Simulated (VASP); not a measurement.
Set up this calculation in VASP 6.6.1, as the native input.

```
Task                   : relaxation of cell and atoms
Functional             : PBE
Dispersion             : D3(BJ)
Potentials or basis    : VASP PAW PBE potentials, release 64 (Ta_pv, N)
Cutoff                 : 600 eV
k mesh                 : 18 × 18 × 14
Occupations            : gaussian, width 0.1 eV
Spin                   : no spin polarisation
Further INCAR settings : ALGO = Normal; EDIFF = 1e-07; IBRION = 2; EDIFFG = -0.005; NSW = 90; ISIF = 3
```

The structure of TaN lies in POSCAR:

```
TaN
1.0
    2.9399421800      0.0000000000      0.0000000000
   -1.4699710900      2.5460646100      0.0000000000
    0.0000000000      0.0000000000      2.8901750800
Ta N
1 1
Direct
    0.0000000000      0.0000000000      0.5000000000
    0.6666666700      0.3333333300      0.0000000000
```

The cell comes from a database or a generator and needn't be the stable form of this composition.

The input as run:

INCAR

```
SYSTEM = TaN
PREC = Accurate ; ENCUT = 600
EDIFF = 1E-7 ; ISMEAR = 0
SIGMA = 0.1 ; LREAL = .FALSE.
LASPH = .TRUE. ; NELM = 80
ALGO = Normal ; ISIF = 3
LWAVE = .FALSE. ; LCHARG = .FALSE.
GGA = PE ; IVDW = 12
IBRION = 2 ; NSW = 90
EDIFFG = -0.005
```

KPOINTS

```
Automatic mesh
0
G
  18 18 14
  0 0 0
```

Potentials or basis: VASP PAW PBE potentials, release 64 (Ta_pv, N).

Launch:

```bash
$ cat potpaw_PBE.64/Ta_pv/POTCAR potpaw_PBE.64/N/POTCAR > POTCAR
$ mpirun -np 1 vasp_std > vasp.out
```

Results of the run:

* Relaxed volume: 10.72 Å³/atom
* Relaxed cell: a = 2.930 Å, b = 2.930 Å, c = 2.883 Å, α = 90.00°, β = 90.00°, γ = 120.00°
* Space group after relaxing (to 0.05 Å): P-6m2 (No. 187)
* Energy gained by relaxing: 1.0 meV/atom
* Ionic steps: 6
* Pressure after relaxing: 0.0 GPa
* Band gap on the k mesh: none (metal or under the smearing width)
* Dispersion energy per atom: -0.468 eV

Caveat: pairwise dispersion overbinds metals, which lowers pressure and volume.

It took 100 s on 1 thread of AMD EPYC 9R45 96-Core Processor (Zen 5), on a shared host, peak memory 0.22 GiB.
